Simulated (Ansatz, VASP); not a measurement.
# One calculation of Yb, two programs

```xyz
1
Lattice="0.0000 2.7613 2.7613 2.7613 0.0000 2.7613 2.7613 2.7613 0.0000" Properties=species:S:1:pos:R:3 pbc="T T T"
Yb    0.0000    0.0000    0.0000
```

Change from the starting cell: volume scaled by 1.02.

Alike in both runs: task single point; functional PBE; k mesh 8 × 8 × 8; occupations fermi-dirac, width 0.05 eV; collinear spin, ferromagnetic start.

```csv
,VASP,Ansatz
version,VASP 6.6.1,Ansatz 0.2.0
potentials or method,"VASP PAW PBE potentials, release 64 (Yb)",Ansatz PAW
plane-wave cutoff (eV),520,420
valence electrons in the cell,24,24
```

VASP gave:

| Property | Result |
| --- | --- |
| gap on the k mesh at the Fermi level (eV) | none |
| pressure (GPa) | -2.9 |
| net moment per atom (μB) | 0.00 |

Task: Which values does Ansatz return?

Result: gap on the k mesh at the Fermi level (eV): none; pressure (GPa): -2.3; net moment per atom (μB): 0.00.

A gap of «none» marks a metal or a gap that the smearing closes. The functional is the same, so the differences come from potentials, cutoffs and numerics.

Caveats: spin-orbit coupling is left out, which moves the levels of the heavy elements; the starting moments weren't kept (Ansatz). The state reached can hang on the start; a lower one may exist.
